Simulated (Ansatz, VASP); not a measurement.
**N in VASP and in Ansatz**

```
CELL_PARAMETERS angstrom
5.81510 0.00000 0.00000
0.00000 5.81510 0.00000
0.00000 0.00000 5.81510
ATOMIC_POSITIONS crystal
N 0.06390 0.06390 0.06390
N 0.43610 0.93610 0.56390
N 0.56390 0.43610 0.93610
N 0.93610 0.56390 0.43610
N 0.95414 0.95414 0.95414
N 0.54586 0.04586 0.45414
N 0.45414 0.54586 0.04586
N 0.04586 0.45414 0.54586
```

Alike in both runs: task relaxation of cell and atoms; functional r2SCAN; k mesh 4 × 4 × 4; occupations gaussian, width 0.1 eV; no spin polarisation.

|  | VASP | Ansatz |
| --- | --- | --- |
| version | VASP 6.6.1 | Ansatz 0.2.0 |
| potentials or method | VASP PAW PBE potentials, release 64 (N) | scalar-relativistic, plane waves, PAW |
| plane-wave cutoff (eV) | 600 | 500 |
| valence electrons in the cell | 40 | 40 |

```csv
,VASP,Ansatz,Ansatz less VASP
"gap on the k mesh at the Fermi level, each at its own relaxed structure (eV)",8.12,8.30,+0.179
relaxed volume (Å³/atom),24.58,24.48,-0.095
relaxed cell length with the largest relative difference (Å),5.815,5.807,-0.0075
energy change over the relaxation (meV/atom),0,-6,-6.1
```

Caveats: the standard files for N, O and F lose accuracy on very short bonds; the PAW data sets were made with another functional, which shifts forces and pressure a little (VASP). r2SCAN opens gaps a little over a GGA but as a rule still falls short of measured ones. A k mesh can miss the band edges.
